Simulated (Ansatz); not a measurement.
## Bands of SnO2

```
Sn O
1.0
     3.22820    0.00000    0.00000
    -1.61410    2.79570    0.00000
     0.00000    0.00000    5.49235
Sn O
1 2
Cartesian
  0.0000 0.0000 0.0000
  0.0000 1.8638 1.0114
  1.6141 0.9319 4.4809
```

Atom numbers follow the list: Sn1, O2, O3.

The structure comes from a relaxation in the same program, started in the CdI2 type, and has space group P-3m1. Whether it is a known phase or the ground state wasn't checked.

No spin–orbit coupling, which matters for the heavy atoms here.

Theory: DFT, PBE, all-electron LAPW, scalar-relativistic in Ansatz 0.2.0.

Settings: a Γ-centred 13×13×7 k mesh, Fermi–Dirac smearing of 0.08 eV, basis error target 1 meV/atom, no spin polarisation.

Points in fractions of the reciprocal vectors of this cell: Γ (0, 0, 0), M (0.5, 0, 0), K (0.333, 0.333, 0), A (0, 0, 0.5), L (0.5, 0, 0.5), H (0.333, 0.333, 0.5). The path joins them by straight lines in the order Γ–M–K–Γ–A–L–H–A–L; legs that retrace an earlier one aren't tabulated. Energies are in eV from the top of the valence band.

(1) Is there a gap, and where are the band edges?

(2) List the levels between -5 and 5 eV at the symmetry points.

Answers

(1) 2.30 eV, indirect from the line K (0.333, 0.333, 0)–Γ to Γ.

(2) 
Γ: -3.64, -1.18 (×2), -0.75 (×2), -0.34, 2.30
M: -4.08, -2.88, -1.25, -0.38, -0.14
K: -3.47 (×2), -2.51, -0.23 (×2)
A: -3.49, -1.18 (×2), -0.82, -0.74 (×2), 2.95
L: -4.17, -2.86, -1.09, -0.41, -0.17
H: -3.54 (×2), -2.58, -0.11 (×2)
